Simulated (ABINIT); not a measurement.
CdSe (Cadmoselite): single point with PBE

**Experimental background.**

From a printed reference work, data compilation, for a bulk crystal of CdSe at 2 K: band gap 1.841 eV.

Crystal: CdSe (Cadmoselite).

```
Cd Se
1.0
     4.30000    0.00000    0.00000
    -2.15000    3.72391    0.00000
     0.00000    0.00000    7.02000
Cd Se
2 2
Cartesian
  2.1500 1.2413 3.5100
  0.0000 2.4826 0.0000
  2.1500 1.2413 6.2127
  0.0000 2.4826 2.7027
```

* Program: ABINIT 10.8.3 (patched build)
* Task: single point
* Functional: PBE
* Potentials or basis: SPMS NC PBE v1.0
* Cutoff: 925 eV
* k mesh: 6 × 6 × 3
* Occupations: fermi-dirac, width 0.05 eV
* Spin: no spin polarisation

| Quantity | Value |
| --- | --- |
| Pressure | 3.1 GPa |
| Largest force | 0.287 eV/Å |
| Band gap on the k mesh | 0.69 eV, direct |
| Valence electrons inside the program's atomic spheres | Cd 17.16; Se 13.25 |

Forces in eV/Å, atoms in the order of the input:
```
Cd   0.000  0.000  0.287
Cd   0.000  0.000  0.287
Se   0.000  0.000 -0.287
Se   0.000  0.000 -0.287
```

Stress tensor (GPa, compression positive):
```
3.74 0.00 0.00
0.00 3.74 0.00
0.00 0.00 1.68
```

Levels at points of the mesh, in eV from the valence-band top:
| k point | band 32 | band 33 | band 34 | band 35 | band 36 | band 37 | band 38 | band 39 | band 40 | band 41 |
| --- | --- | --- | --- | --- | --- | --- | --- | --- | --- | --- |
| (0.00, 0.00, 0.00) | -0.72 | -0.72 | -0.01 | 0.00 | 0.00 | 0.69 | 2.12 | 5.89 | 5.89 | 6.15 |
| (0.50, 0.00, 0.00) | -3.71 | -2.56 | -1.85 | -1.23 | -0.83 | 3.23 | 3.31 | 4.81 | 6.15 | 6.67 |

It took 3.5 min on 1 thread of Arm Neoverse V2 (shared host), peak memory 0.16 GiB.

Against the measured gap of CdSe, 1.841 eV (2 K; a printed reference work, data compilation), the calculated 0.69 eV is off by -1.15 eV. So large a miss can be the level of theory's own, or it may mean another phase, state or a wrong row. Spin-orbit coupling on Cd, Se is left out. The value is that of PBE, without temperature or zero-point motion. Semilocal functionals fall short of measured gaps as a rule.
